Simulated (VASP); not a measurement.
InP:

```xyz
2
Lattice="0.0000 2.7688 2.7688 2.7688 0.0000 2.7688 2.7688 2.7688 0.0000" Properties=species:S:1:pos:R:3 pbc="T T T"
In    0.0000    0.0000    0.0000
P     2.7688    2.7688    2.7688
```

Measurements of this composition are mostly on another form, of space group No. 216.

* Program: VASP 6.6.1
* Task: relaxation of cell and atoms
* Functional: r2SCAN
* Dispersion: rVV10
* Potentials or basis: VASP PAW PBE potentials, release 64 (In_d, P)
* Cutoff: 600 eV
* k mesh: 8 × 8 × 8
* Occupations: gaussian, width 0.05 eV
* Spin: no spin polarisation

At the start: pressure -2.8 GPa; volume 21.23 Å³/atom.

Q: How do energy, volume and symmetry change on relaxing?

A: Over 3 steps the energy falls by 6.5 meV/atom and the volume is 20.51 Å³/atom (-3.4 %); space group Fm-3m (No. 225, to 0.05 Å).

The path:
| step | energy change (eV) | largest force (eV/Å) | pressure (GPa) | volume (Å³) |
| --- | --- | --- | --- | --- |
| 1 | 0.0000 | 0.0000 | -2.76 | 42.45 |
| 2 | -0.0087 | 0.0000 | 1.77 | 40.25 |
| 3 | -0.0130 | 0.0000 | 0.02 | 41.02 |

Final structure:
```
CELL_PARAMETERS angstrom
0.00000 2.73727 2.73727
2.73727 0.00000 2.73727
2.73727 2.73727 0.00000
ATOMIC_POSITIONS crystal
In 0.00000 0.00000 0.00000
P 0.50000 0.50000 0.50000
```

Caveat: the PAW data sets were made with another functional, which shifts forces and pressure a little.
